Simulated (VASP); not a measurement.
Runs of VASP 6.6.1 on Al2O3 (Corundum). The structure is trigonal, space group R-3c (No. 167). The conventional cell has a = 4.760 Å, b = 4.760 Å, c = 12.996 Å, α = 90.00°, β = 90.00°, γ = 120.00°. Al (site symmetry 3) is surrounded by 6 O at 1.85 to 1.97 Å. O (site symmetry 2) has 4 Al at 1.85 to 1.97 Å as nearest neighbours. 

```tsv
task	level	potentials or basis	cell	k mesh	cutoff (eV)	smearing	gap on the mesh (eV)	pressure (GPa)	relaxed volume (Å³/atom)	largest force (eV/Å)
relaxation of cell and atoms	vdW-DF2	VASP PAW PBE potentials, release 64 (Al, O)	relaxed	7 × 7 × 7	600	fermi-dirac 0.05 eV	5.75	0.0	9.01	-
relaxation of cell and atoms	BEEF-vdW	VASP PAW PBE potentials, release 64 (Al, O)	relaxed	7 × 7 × 7	600	fermi-dirac 0.05 eV	6.07	0.0	8.76	0.01
relaxation of cell and atoms	optB88-vdW	VASP PAW PBE potentials, release 64 (Al, O)	relaxed	7 × 7 × 7	600	fermi-dirac 0.05 eV	(a)	0.1	8.67	0.01
relaxation of cell and atoms	optPBE-vdW	VASP PAW PBE potentials, release 64 (Al, O)	relaxed	7 × 7 × 7	600	fermi-dirac 0.05 eV	(b)	0.1	8.76	0.01
band structure	AM05	VASP PAW PBE potentials, release 64 (Al, O)	as given	7 × 7 × 7	520	fermi-dirac 0.05 eV	6.22	2.0	-	(c)
relaxation of cell and atoms	AM05	VASP PAW PBE potentials, release 64 (Al, O)	relaxed	7 × 7 × 7	600	fermi-dirac 0.05 eV	6.14	0.0	8.56	-
single point	PBE	VASP PAW PBE potentials, release 64 (Al, O)	as given	7 × 7 × 7	520	gaussian 0.011 eV	6.22	7.2	-	0.03
electron localisation function	PBE	VASP PAW PBE potentials, release 64 (Al, O)	as given	5 × 5 × 5	520	gaussian 0.02 eV	6.22	7.2	-	0.03
relaxation of cell and atoms	PW91	VASP PAW PBE potentials, release 64 (Al, O)	relaxed	7 × 7 × 7	600	fermi-dirac 0.05 eV	5.94	0.1	8.72	0.01
band structure	PBE	VASP PAW PBE potentials, release 64 (Al, O_s)	as given	7 × 7 × 7	400	fermi-dirac 0.05 eV	6.22	-	-	-
band structure	PBE	VASP PAW PBE potentials, release 64 (Al, O_h)	as given	7 × 7 × 7	900	fermi-dirac 0.05 eV	6.22	-	-	-
relaxation of cell and atoms	optB86b-vdW	VASP PAW PBE potentials, release 64 (Al, O)	relaxed	7 × 7 × 7	600	fermi-dirac 0.05 eV	6.13	-0.1	8.64	-
```

Alike in all rows: no spin polarisation.

Task: Fill in the values left out.

Result: (a) 6.16; (b) 6.05; (c) 0.08.

Caveats: an odd mesh through Γ misses points on the zone boundary, where band edges often lie (some runs); the PAW data sets were made with another functional, which shifts forces and pressure a little (some runs); the cutoff is under 1.25 times the usual one of these potentials, so pressure, stress and relaxed cells hold a basis-set (Pulay) error (some runs).

Not every run made on this cell is shown here.
